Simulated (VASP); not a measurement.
# LuH2 (mp) (Fm-3m) in VASP: a series of runs

The runs below take LuH2 (mp) through single point, with PBEsol.

Program: VASP 6.6.1. These are calculated values, not measurements. Logs are shortened: lines on timing, memory, paths and dates and some standing lists are left out, and cuts for length are marked.

### 1 The structure

Symmetry: Fm-3m, No. 225, cubic system. Conventional cell: a = 4.958 Å, b = 4.958 Å, c = 4.958 Å, α = 90.00°, β = 90.00°, γ = 90.00°. Lu (site symmetry m-3m) has 8 H at 2.15 Å as nearest neighbours. Around H (site symmetry -43m) lie 4 Lu at 2.15 Å.

### 2 Single point, PBEsol

Input file INCAR:

```
SYSTEM = LuH2
ALGO = Normal
EDIFF = 1E-6
ENCUT = 520
GGA = PS
ISIF = 2
ISMEAR = 1
LASPH = .True.
LCHARG = .False.
LREAL = .False.
LWAVE = .False.
NBANDS = 20
NELM = 100
PREC = Accurate
SIGMA = 0.2
```

Input file KPOINTS:

```
k-points
0
Gamma
  14 14 14
  0 0 0
```

Input file POSCAR:

```
LuH2
1.0
    0.0000000000      2.4790405112      2.4790405112
    2.4790405112      0.0000000000      2.4790405112
    2.4790405112      2.4790405112      0.0000000000
Lu H
1 2
Direct
    0.0000000000      0.0000000000      0.0000000000
    0.2500000000      0.2500000000      0.2500000000
    0.7500000000      0.7500000000      0.7500000000
```

Potentials or basis: VASP PAW PBE potentials, release 64 (Lu, H).

Run with:

```bash
cat potpaw_PBE.64/Lu/POTCAR potpaw_PBE.64/H/POTCAR > POTCAR
mpirun -np 1 vasp_std > vasp.out
```

OUTCAR:

```text
SYSTEM = LuH2
   EDIFF = 1E-6
   ENCUT = 520
   GGA = PS
   ISIF = 2
   ISMEAR = 1
   LASPH = .True.
   LREAL = .False.
   NELM = 100
   PREC = Accurate

 ion  position               nearest neighbor table
   1  0.000  0.000  0.000-   3 2.15   3 2.15   3 2.15   2 2.15   3 2.15   2 2.15   2 2.15   2 2.15

   2  0.250  0.250  0.250-   1 2.15   1 2.15   1 2.15   1 2.15
   3  0.750  0.750  0.750-   1 2.15   1 2.15   1 2.15   1 2.15

  LATTYP: Found a face centered cubic cell.
 ALAT       =     4.9580810224

  Lattice vectors:

 A1 = (   0.0000000000,   2.4790405112,   2.4790405112)
 A2 = (   2.4790405112,   0.0000000000,   2.4790405112)
 A3 = (   2.4790405112,   2.4790405112,   0.0000000000)

Analysis of symmetry for initial positions (statically):
=====================================================================
 Subroutine PRICEL returns:
 Original cell was already a primitive cell.

 Routine SETGRP: Setting up the symmetry group for a
 face centered cubic supercell.

 Subroutine GETGRP returns: Found 48 space group operations
 (whereof 48 operations were pure point group operations)
 out of a pool of 48 trial point group operations.

The static configuration has the point symmetry O_h .

Analysis of symmetry for dynamics (positions and initial velocities):
=====================================================================
 Subroutine PRICEL returns:
 Original cell was already a primitive cell.

 Routine SETGRP: Setting up the symmetry group for a
 face centered cubic supercell.

 Subroutine GETGRP returns: Found 48 space group operations
 (whereof 48 operations were pure point group operations)
 out of a pool of 48 trial point group operations.

The dynamic configuration has the point symmetry O_h .

 Subroutine INISYM returns: Found 48 space group operations
 (whereof 48 operations are pure point group operations),
 and found     1 'primitive' translations

----------------------------------------------------------------------------------------

                                     Primitive cell

  volume of cell :      30.4706

  direct lattice vectors                    reciprocal lattice vectors
     0.000000000  2.479040511  2.479040511    -0.201690936  0.201690936  0.201690936
     2.479040511  0.000000000  2.479040511     0.201690936 -0.201690936  0.201690936
     2.479040511  2.479040511  0.000000000     0.201690936  0.201690936 -0.201690936

  length of vectors
     3.505892713  3.505892713  3.505892713     0.349338948  0.349338948  0.349338948

  position of ions in fractional coordinates (direct lattice)
     0.000000000  0.000000000  0.000000000
     0.250000000  0.250000000  0.250000000
     0.750000000  0.750000000  0.750000000

  ion indices of the primitive-cell ions
   primitive index   ion index
                 1           1
                 2           2
                 3           3

----------------------------------------------------------------------------------------

 KPOINTS: k-points

Automatic generation of k-mesh.
 Grid dimensions read from file:
 generate k-points for:   14   14   14

 Generating k-lattice:

  Cartesian coordinates                     Fractional coordinates (reciprocal lattice)
    -0.014406495  0.014406495  0.014406495     0.071428571  0.000000000  0.000000000
     0.014406495 -0.014406495  0.014406495     0.000000000  0.071428571  0.000000000
     0.014406495  0.014406495 -0.014406495     0.000000000  0.000000000  0.071428571

  Length of vectors
     0.024952782  0.024952782  0.024952782

  Shift w.r.t. Gamma in fractional coordinates (k-lattice)
     0.000000000  0.000000000  0.000000000

 Subroutine IBZKPT returns following result:
 ===========================================

 Found    104 irreducible k-points:

 Following reciprocal coordinates:
            Coordinates               Weight
  0.000000  0.000000  0.000000      1.000000
  0.071429  0.000000  0.000000      8.000000
  0.142857  0.000000  0.000000      8.000000
  0.214286  0.000000  0.000000      8.000000
  0.285714  0.000000  0.000000      8.000000
  0.357143  0.000000  0.000000      8.000000
[... 16 lines left out ...]
  0.214286  0.142857  0.000000     24.000000
  0.285714  0.142857  0.000000     24.000000
 [... further k-points ...]
   k-points           NKPTS =    104   k-points in BZ     NKDIM =    104   number of bands    NBANDS=     20
   number of dos      NEDOS =    301   number of ions     NIONS =      3
   total plane-waves  NPLWV =  21952
   dimension x,y,z NGX =    28 NGY =   28 NGZ =   28
   dimension x,y,z NGXF=    56 NGYF=   56 NGZF=   56
   ions per type =               1   2
   NGX,Y,Z   is equivalent  to a cutoff of  13.28, 13.28, 13.28 a.u.
   NGXF,Y,Z  is equivalent  to a cutoff of  26.55, 26.55, 26.55 a.u.
 SYSTEM =  LuH2
   PREC   = accura    normal or accurate (medium, high low for compatibility)
   ISTART =      0    job   : 0-new  1-cont  2-samecut
   ICHARG =      2    charge: 1-file 2-atom 10-const
   ISPIN  =      1    spin polarized calculation?
   LNONCOLLINEAR =      F non collinear calculations
   LSORBIT =      F    spin-orbit coupling
   LASPH  =      T    aspherical Exc in radial PAW
   ENCUT  =  520.0 eV  38.22 Ry    6.18 a.u.   6.52  6.52  6.52*2*pi/ulx,y,z
   NELM   =    100;   NELMIN=  2; NELMDL= -5     # of ELM steps
   EDIFF  = 0.1E-05   stopping-criterion for ELM
[... 8 lines left out ...]
   TEBEG  =    0.0;   TEEND  =   0.0 temperature during run
   PSTRESS=    0.0 pullay stress
   NELECT =      27.0000    total number of electrons
   NUPDOWN=      -1.0000    fix difference up-down
   EMIN   =  10.00;   EMAX   =-10.00  energy-range for DOS
   EFERMI =   0.00;   METHOD = LEGACY
   ISMEAR =     1;   SIGMA  =   0.20  broadening in eV -4-tet -1-fermi 0-gaus
   EFERMI_NEDOS =   21; number of points for ismear=-14 and -15
   IALGO  =     38    algorithm
   IMIX   =      4    mixing-type and parameters
     AMIX     =   0.40;   BMIX     =  1.00
     AMIX_MAG =   1.60;   BMIX_MAG =  1.00
  volume/ion in A,a.u.               =      10.16        68.54
  Fermi-wavevector in a.u.,A,eV,Ry     =   1.572422  2.971447 33.640557  2.472511
  Thomas-Fermi vector in A             =   2.673859
   LORBIT       =      0    0 simple, 1 ext, 2 COOP (PROOUT), +10 PAW based schemes
   GGA     = PS    functional components
   LHFCALC =     F    Hartree Fock is set to
   AEXX    =    0.0000 exact exchange contribution
   IVDW    =     0    specifies the selected vdW correction
   LEPSILON=     F    determine dielectric tensor
   LRPA    =     F    only Hartree local field effects (RPA)
 non-spin polarized calculation
 Methfessel and Paxton  Order N= 1 SIGMA  =   0.20
  energy-cutoff  :      520.00
  volume of cell :       30.47
 maximum number of plane-waves:       869
 NGX is ok and might be reduce to    28
   NGX = 13   NGY = 13   NGZ = 13

 number of electron      26.9999997 magnetization

 Free energy of the ion-electron system (eV)
  ---------------------------------------------------
  ext. energy  EPLUGINS =         0.00000000
  ---------------------------------------------------
  free energy    TOTEN  =       -13.69908564 eV

  energy without entropy =      -13.69767117  energy(sigma->0) =      -13.69861415

 E-fermi :   2.6701     XC(G=0): -11.4128

 val. band max:        2.6150311272   @ k =  -0.3571   0.2143   0.0000
 cond. band min:       2.6936860595   @ k =   0.4286   0.2143   0.0000
 fundamental gap:      0.0786549323
 Fermi energy:         2.6701042847

 k-point     1 :       0.0000    0.0000    0.0000
  band No.  band energies     occupation
      1     -53.3115      2.00000
      2     -23.8089      2.00000
      3     -23.8089      2.00000
      4     -23.8089      2.00000
      5      -6.7676      2.00000
      6      -2.4441      2.00000
[... 12 lines left out ...]
     19      13.0602      0.00000
     20      15.3398      0.00000

 k-point     2 :       0.0714    0.0000    0.0000
  band No.  band energies     occupation
      1     -53.3102      2.00000
      2     -23.8361      2.00000
      3     -23.8122      2.00000
      4     -23.8122      2.00000
      5      -6.6410      2.00000
      6      -2.4462      2.00000
[... 12 lines left out ...]
     19      12.4468      0.00000
     20      15.6418      0.00000

 k-point     3 :       0.1429    0.0000    0.0000
  band No.  band energies     occupation
      1     -53.3064      2.00000
      2     -23.9117      2.00000
      3     -23.8213      2.00000
      4     -23.8213      2.00000
      5      -6.2791      2.00000
      6      -2.4522      2.00000
[... 12 lines left out ...]
     19      11.5376      0.00000
     20      16.3438      0.00000

 k-point     4 :       0.2143    0.0000    0.0000
  band No.  band energies     occupation
      1     -53.3010      2.00000
      2     -24.0186      2.00000
      3     -23.8344      2.00000
      4     -23.8344      2.00000
      5      -5.7352      2.00000
      6      -2.4604      2.00000
[... 12 lines left out ...]
     19      11.0329      0.00000
     20      14.8648      0.00000

 k-point     5 :       0.2857    0.0000    0.0000
  band No.  band energies     occupation
      1     -53.2949      2.00000
      2     -24.1341      2.00000
      3     -23.8490      2.00000
      4     -23.8490      2.00000
      5      -5.1061      2.00000
      6      -2.4651      2.00000
[... 12 lines left out ...]
     19      11.4821      0.00000
     20      12.9055      0.00000
[... 353 lines left out ...]
      6      -2.4497      2.00000
[... 12 lines left out ...]
     19      11.9439      0.00000
     20      15.6205      0.00000

 k-point    22 :       0.1429    0.1429    0.0000
  band No.  band energies     occupation
      1     -53.3047      2.00000
      2     -23.9129      2.00000
      3     -23.8418      2.00000
      4     -23.8418      2.00000
      5      -6.1060      2.00000
      6      -2.4568      2.00000
[... 12 lines left out ...]
     19      12.0344      0.00000
     20      15.7904      0.00000

 k-point    23 :       0.2143    0.1429    0.0000
  band No.  band energies     occupation
      1     -53.3006      2.00000
      2     -23.9825      2.00000
      3     -23.8581      2.00000
      4     -23.8552      2.00000
      5      -5.6854      2.00000
      6      -2.4658      2.00000
[... 12 lines left out ...]
     19      11.8455      0.00000
     20      15.4204      0.00000

 k-point    24 :       0.2857    0.1429    0.0000
  band No.  band energies     occupation
      1     -53.2954      2.00000
      2     -24.0762      2.00000
      3     -23.8745      2.00000
      4     -23.8722      2.00000
      5      -5.1110      2.00000
      6      -2.4765      2.00000
[... 12 lines left out ...]
     19      11.6726      0.00000
     20      13.5928      0.00000

 [... further k-points ...]
[... 5 lines left out ...]
  --------------------------------------------------------------------------------------
  -------------------------------------------------------------------------------------
  Total        0.0692707      0.0692707      0.0692707     -0.0000000     -0.0000000     -0.0000000
  in kB        3.6423299      3.6423299      3.6423299     -0.0000000     -0.0000000     -0.0000000
  external PRESSURE =       3.6423299 kB  Pullay stress =       0.0000000 kB

 VOLUME and BASIS-vectors are now :
 -----------------------------------------------------------------------------
  energy-cutoff  :      520.00
  volume of cell :       30.47
      direct lattice vectors                 reciprocal lattice vectors
     0.000000000  2.479040511  2.479040511    -0.201690936  0.201690936  0.201690936
     2.479040511  0.000000000  2.479040511     0.201690936 -0.201690936  0.201690936
     2.479040511  2.479040511  0.000000000     0.201690936  0.201690936 -0.201690936

 POSITION                                       TOTAL-FORCE (eV/Angst)
 -----------------------------------------------------------------------------------
      0.00000      0.00000      0.00000         0.000000      0.000000      0.000000
      1.23952      1.23952      1.23952         0.000000      0.000000      0.000000
      3.71856      3.71856      3.71856        -0.000000     -0.000000     -0.000000
 -----------------------------------------------------------------------------------
    total drift:                               -0.000000     -0.000000     -0.000000

  FREE ENERGIE OF THE ION-ELECTRON SYSTEM (eV)
  ---------------------------------------------------
  free  energy   TOTEN  =       -13.6990856397 eV

  energy  without entropy=      -13.6976711738  energy(sigma->0) =      -13.69861415
```

It took 28 s on 1 thread of Intel Xeon 6975P-C (Granite Rapids), shared host; peak memory 0.22 GiB.

Results:

- Free energy: -13.6991 eV
- Pressure: 0.4 GPa
- Band gap on the k mesh: none (metal or under the smearing width)

Levels at points of the mesh, in eV from the Fermi level:
| k point | band 10 | band 11 | band 12 | band 13 | band 14 | band 15 | band 16 | band 17 |
| --- | --- | --- | --- | --- | --- | --- | --- | --- |
| (0.00, 0.00, 0.00) | -4.69 | -4.69 | -4.69 | -0.30 | 1.43 | 1.43 | 1.43 | 4.40 |
| (0.50, 0.00, 0.00) | -4.71 | -4.71 | -4.68 | -3.75 | 1.50 | 1.50 | 5.08 | 6.02 |
| (0.50, 0.50, 0.00) | -4.73 | -4.72 | -4.72 | -3.79 | -2.41 | 6.24 | 6.33 | 6.33 |

Caveat: the PAW data sets were made with another functional, which shifts forces and pressure a little. The run has no spin-orbit coupling, so splittings on Lu are missing.

### 3 Single point, PBEsol

This run uses another cell than the first one, of 10.62 Å³/atom, 1.046 times its volume.

Input file INCAR:

```
SYSTEM = LuH2
PREC = Accurate
ENCUT = 520
EDIFF = 1E-6
ISMEAR = 0
SIGMA = 0.1
LREAL = .False.
LASPH = .True.
NELM = 100
ALGO = Normal
ISIF = 2
LWAVE = .False.
LCHARG = .True.
GGA = PS
LELF = .True.
LVHAR = .True.
NBANDS = 20
```

Input file KPOINTS:

```
Automatic mesh
0
Gamma
  6 6 6
  0 0 0
```

Input file POSCAR:

```
LuH2
1.0
    0.0000000000      2.5165000000      2.5165000000
    2.5165000000      0.0000000000      2.5165000000
    2.5165000000      2.5165000000      0.0000000000
Lu H
1 2
Direct
    0.0000000000      0.0000000000      0.0000000000
    0.2500000000      0.2500000000      0.2500000000
    0.7500000000      0.7500000000      0.7500000000
```

Potentials or basis: VASP PAW PBE potentials, release 64 (Lu, H).

Run with:

```bash
cat potpaw_PBE.64/Lu/POTCAR potpaw_PBE.64/H/POTCAR > POTCAR
mpirun -np 1 vasp_std > vasp.out
```

Run time: 7.2 s. Hardware: 1 thread of Intel Xeon 6975P-C (Granite Rapids), shared host; peak memory 0.16 GiB.

The run converged. Its results:

| Quantity | Value |
| --- | --- |
| Free energy | -13.6860 eV |
| Pressure | -3.9 GPa |
| Band gap on the k mesh | none (metal or under the smearing width) |

Levels at points of the mesh, in eV from the Fermi level:
```tsv
k point	band 10	band 11	band 12	band 13	band 14	band 15	band 16	band 17
(0.00, 0.00, 0.00)	-4.99	-4.99	-4.99	-0.58	1.22	1.22	1.22	4.05
(0.50, 0.00, 0.00)	-5.00	-5.00	-4.99	-4.02	1.29	1.29	4.77	5.57
(0.50, 0.50, 0.00)	-5.02	-5.01	-5.01	-4.08	-2.49	5.78	5.86	5.86
```

Caveat: the k mesh is coarse (spacing up to 0.36 Å⁻¹), so the values aren't converged; the PAW data sets were made with another functional, which shifts forces and pressure a little.
